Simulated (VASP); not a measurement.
## VASP 6.6.1 run: HfO$_{2}$

INCAR

```
LREAL = .FALSE.
LDAUL = 2 -1
IBRION = -1
PREC = Accurate
NBANDS = 18
LDAUJ = 0 0
LASPH = .TRUE.
NSW = 0
ISIF = 2
LDAUU = 2.0 0
LCHARG = .FALSE.
LMAXMIX = 4
EDIFF = 1E-7
LWAVE = .FALSE.
SIGMA = 0.02
ISMEAR = -1
NELMIN = 4
LDAU = .TRUE.
LDAUTYPE = 2
ENCUT = 520
GGA = PE
NELM = 81
```

KPOINTS

```
KPOINTS created by Atomic Simulation Environment
0
Gamma
8 8 8
0 0 0
```

POSCAR

```
Hf O
 1.0000000000000000
     0.0000000000000000    2.5038904960999999    2.5038904960999999
     2.5038904960999999    0.0000000000000000    2.5038904960999999
     2.5038904960999999    2.5038904960999999    0.0000000000000000
 Hf  O
   1   2
Cartesian
  0.0000000000000000  0.0000000000000000  0.0000000000000000
  1.2519452480500000  1.2519452480500000  1.2519452480500000
  3.7558357441499997  3.7558357441499997  3.7558357441499997
```

The recommended PBE PAW datasets give the neutral cell 22 valence electrons.

Command

```
mpirun -np 1 vasp_std
```

Task: Predict the outcome of this run.

Result: It converged. Results: gap between bands v and c on the k mesh 4.15 eV; least direct gap on the k mesh 4.15 eV; pressure 16.7 GPa. Band v is the last that the valence electrons fill when counted band by band, and c is the next.

OSZICAR

```
N       E                     dE             d eps       ncg     rms          rms(c)
DAV:   1     0.922392534370E+02    0.92239E+02   -0.12513E+04  1044   0.121E+03
DAV:   2    -0.310424131885E+02   -0.12328E+03   -0.11907E+03  1342   0.289E+02
DAV:   3    -0.350281155074E+02   -0.39857E+01   -0.39720E+01  1196   0.457E+01
DAV:   4    -0.350523759429E+02   -0.24260E-01   -0.24240E-01  1300   0.381E+00
DAV:   5    -0.350525126532E+02   -0.13671E-03   -0.13671E-03  1186   0.274E-01    0.523E+01
DAV:   6    -0.291303669818E+02    0.59221E+01   -0.19914E+01  1072   0.333E+01    0.448E+01
DAV:   7    -0.290511862263E+02    0.79181E-01   -0.68090E-01  1260   0.672E+00    0.310E+01
DAV:   8    -0.290419414067E+02    0.92448E-02   -0.27523E-01  1188   0.483E+00    0.989E+00
DAV:   9    -0.290209923405E+02    0.20949E-01   -0.72179E-02  1164   0.218E+00    0.257E+00
DAV:  10    -0.290210453744E+02   -0.53034E-04   -0.35653E-03  1174   0.467E-01    0.176E-01
DAV:  11    -0.290210973032E+02   -0.51929E-04   -0.16999E-04  1184   0.115E-01    0.229E-01
DAV:  12    -0.290211034618E+02   -0.61586E-05   -0.40118E-05  1172   0.432E-02    0.616E-02
DAV:  13    -0.290211043281E+02   -0.86638E-06   -0.19180E-06  1250   0.113E-02    0.132E-02
DAV:  14    -0.290211046896E+02   -0.36145E-06   -0.20686E-07  1112   0.350E-03    0.852E-03
DAV:  15    -0.290211046117E+02    0.77947E-07   -0.16074E-08   808   0.966E-04
   1 F= -.29021105E+02 E0= -.29021105E+02  d E =-.571361E-11
```

For comparison, a separate PBE run of the intended cell, on usual settings and not on those above, gives a gap of 3.90 eV on its mesh and a pressure of 10.5 GPa.
